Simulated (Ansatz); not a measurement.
**PbSe: modes against the lattice constant**

Computed with DFT PBEsol, scalar-relativistic, plane waves, PAW (Ansatz 0.2.0). Plane waves to 420 eV; Γ-centred k mesh 12×12×12; Fermi-Dirac smearing of 0.15 eV. No spin polarisation. Phonons by linear response, acoustic sum rule imposed.

The cell is fixed (symmetry leaves no force on the atoms) and stands under -0.5 GPa:
```
Pb Se
1.0
     3.71540    0.00000    0.00000
     0.00000    3.71540    0.00000
     0.00000    0.00000    3.71540
Pb Se
1 1
Direct
  0.00000 0.00000 0.00000
  0.50000 0.50000 0.50000
```

Its imaginary modes show that this cell, the ideal cubic caesium chloride prototype, isn't a minimum of the energy. In a metal, frequencies and elastic constants depend on the k mesh and the smearing, soft modes and shear constants most. Spin–orbit coupling is left out, which matters for heavy elements. A semilocal functional can close a gap that the real compound has.

At a = 3.653 Å: the cell is the ideal cubic caesium chloride prototype; this isn't the usual structure of the compound.

Question: How do the optical zone-centre modes (counted from the lowest optical one, degenerate ones once; i marks imaginary ones) of this metal change over a = 3.653 and 3.715 Å?

Answer:
```
         a (Å)  3.653  3.715
pressure (GPa)    2.5   -0.5
 mode 1 (cm⁻¹)     10    46i
```